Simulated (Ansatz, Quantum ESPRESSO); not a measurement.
# Al and the pressure, program beside program

The cell as given:

Symmetry: Fm-3m, No. 225, cubic system. Conventional cell: a = 4.050 Å, b = 4.050 Å, c = 4.050 Å, α = 90.00°, β = 90.00°, γ = 90.00°. Al (site symmetry m-3m) is surrounded by 12 Al at 2.86 Å.

Kept alike: task relaxation of cell and atoms; functional PBEsol; k mesh 11 × 11 × 11; occupations fermi-dirac, width 0.05 eV; no spin polarisation. The mesh is that of the run's cell of 1 atom. No spin-orbit coupling.

- A: Ansatz, Ansatz PAW, made for PBE, cutoff 420 eV
- B: Quantum ESPRESSO, GBRV 1.5 PBEsol, cutoff 707 eV

| pressure (GPa) | A: volume (Å³/atom) | B: volume (Å³/atom) |
| --- | --- | --- |
| 0 | 16.209 | 16.187 |
| 2 | 15.843 | 15.823 |
| 5 | 15.359 | 15.343 |
| 10 | 14.694 | 14.678 |

Values on potentials made for another functional: all of A. Values hold for each row's relaxed cell, which stops near the pressure aimed at. Ansatz's stress holds its Pulay term. The runs follow the start's structure, whether or not it is the stable one at these pressures. For a metal such a mesh leaves the last digits unconverged.

Problem. How large is the effect of the pressure, and do the programs agree on it?

Solution. From 0 to 10 GPa the volume moves by -1.515 in A, -1.509 in B (Å³/atom). Row by row the programs differ by 0.016 to 0.022, and over this span the shifts, as printed, agree within 1 %.
